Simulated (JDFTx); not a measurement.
Crystal: Cu.

```
CELL_PARAMETERS angstrom
0.00000 1.80750 1.80750
1.80750 0.00000 1.80750
1.80750 1.80750 0.00000
ATOMIC_POSITIONS crystal
Cu 0.00000 0.00000 0.00000
```

| Item | Value |
| --- | --- |
| Program | JDFTx 1.7.0 (patched build) |
| Task | relaxation of cell and atoms |
| Functional | BLYP |
| Potentials or basis | SG15-PBE-1.2 with smoothed tails |
| Cutoff | 1361 eV |
| Density cutoff | 5442 eV |
| k mesh | 6 × 6 × 6 |
| Occupations | fermi-dirac, width 0.05 eV |
| Spin | no spin polarisation |

At the start: pressure 10.4 GPa; volume 11.81 Å³/atom.

Question: Where does the relaxation end?

Answer: Over 6 steps the energy falls by 27.2 meV/atom and the volume is 12.72 Å³/atom (+7.7 %); space group Fm-3m (No. 225, to 0.05 Å).

The path:
| step | energy change (eV) | largest force (eV/Å) | pressure (GPa) | volume (Å³) |
| --- | --- | --- | --- | --- |
| 1 | 0.0000 | 0.0000 | 10.35 | 11.81 |
| 2 | -0.0093 | 0.0000 | 8.16 | 11.97 |
| 3 | -0.0268 | 0.0000 | 1.15 | 12.60 |
| 4 | -0.0272 | 0.0000 | 0.18 | 12.70 |
| 5 | -0.0272 | 0.0000 | 0.05 | 12.71 |
| 6 | -0.0272 | 0.0000 | -0.01 | 12.72 |

Final structure:
```
Cu
1.0
     0.00000    1.85275    1.85275
     1.85275    0.00000    1.85275
     1.85275    1.85275    0.00000
Cu
1
Cartesian
  0.0000 0.0000 0.0000
```

Caveat: the k mesh is coarse (spacing up to 0.50 Å⁻¹), so the values aren't converged; the plane waves are those of the starting cell, so after so large a change of volume the result is rough; the potentials were made for another functional, which shifts forces and pressure.
